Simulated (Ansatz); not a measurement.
**Contact densities of Ag against volume**

```
Ag
1.0
     2.93000    0.00000    0.00000
    -1.46500    2.53745    0.00000
     0.00000    0.00000    4.79000
Ag
2
Direct
  0.33333 0.66667 0.25000
  0.66667 0.33333 0.75000
```

Atom numbers follow the list: Ag1, Ag2.

The cell is COD entry 1509145, as deposited and not checked against the literature; nothing was relaxed.

Theory: DFT, PBE, all-electron PAW with datasets made for the crystal, scalar-relativistic in Ansatz 0.2.0.

The runs use a Γ-centred 14×14×8 k mesh, Fermi–Dirac smearing of 0.05 eV, cutoff 260 eV (chosen by the program for this cell), no spin polarisation.

The contact density is the mean electron density over the nuclear volume; its changes follow the s electrons' response to bonding and compression. Changes below are taken from the unscaled cell, where it is 948415 e/Å³ at Ag1.

| V/V(cell) | P (GPa) | Δρ(0) Ag1 (e/Å³) |
| --- | --- | --- |
| 0.9405 | 7.3 | ? |
| 1.0000 | 0.5 | 0.00 |
| 1.0600 | -4.1 | -4.05 |

(1) Fill in "Δρ(0) Ag1 (e/Å³)" for the row "0.9405".

The datasets are made afresh for each cell, so very small changes are uncertain.

Results:

(1) 4.55.
